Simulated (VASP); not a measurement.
## VASP 6.6.1 run: SrTiO3

INCAR

```
ISIF = 2
ISYM = 3
EDIFF = 1E-7
NBANDS = 28
ENCUT = 520
ISMEAR = 1
GGA = PE
NELM = 88
LWAVE = .FALSE.
LCHARG = .FALSE.
NSW = 0
SIGMA = 0.1
LREAL = .FALSE.
LASPH = .TRUE.
IBRION = -1
PREC = Accurate
```

KPOINTS

```
KPOINTS created by Atomic Simulation Environment
0
Gamma
6 6 6
0 0 0
```

POSCAR

```
Sr Ti O
 1.0000000000000000
     3.9068515015636387    0.0000000000000000    0.0000000000000000
     0.0000000000000000    3.9068515015636387    0.0000000000000000
     0.0000000000000000    0.0000000000000000    3.9068515015636387
 Sr  Ti  O
   1   1   3
Cartesian
  0.0000000000000000 -0.0000000000000000  0.0000000000000000
  1.9534257507818193  1.9534257507818193  1.9534257507818193
  1.9534257507818193  1.9534257507818193 -0.0000000000000000
  1.9534257507818193  0.0000000000000000  1.9534257507818193
  0.0000000000000000  1.9534257507818193  1.9534257507818193
```

The recommended PBE PAW datasets give the neutral cell 40 valence electrons.

Command

```
mpirun -np 1 vasp_std
```

OSZICAR

```
N       E                     dE             d eps       ncg     rms          rms(c)
DAV:   1     0.437793269531E+03    0.43779E+03   -0.21697E+04  1120   0.159E+03
DAV:   2    -0.539144486159E+00   -0.43833E+03   -0.41659E+03  1252   0.441E+02
DAV:   3    -0.477990508653E+02   -0.47260E+02   -0.46783E+02  1488   0.140E+02
DAV:   4    -0.502997822373E+02   -0.25007E+01   -0.24952E+01  1704   0.273E+01
DAV:   5    -0.503705248868E+02   -0.70743E-01   -0.70725E-01  1528   0.391E+00
```

Standard output (part)

```
POSCAR found type information on POSCAR SrTiO
 POSCAR found :  3 types and       5 ions
 LDA part: xc-table for (Slater+PW92), standard interpolation
 POSCAR, INCAR and KPOINTS ok, starting setup
 WAVECAR not read
 entering main loop
|                     _     ____    _    _    _____     _                     |
|                    | |   | |_) | | |  | | | |  __    | |                    |
|                    |_|   |  _ <  | |  | | | | |_ |   |_|                    |
|                     _    | |_) | | |__| | | |__| |    _                     |
|     internal error in CHECK_FULL_KPOINTS: KPOINTS_FULL not properly         |
|     initialised                                                             |
|     If you are not a developer, you should not encounter this problem.      |
|     Please submit a bug report.                                             |
```

VASP stopped with an error.

The run took about 11 s on one core of a shared host (Intel Xeon Platinum 8488C) and held 0.16 GiB at most.
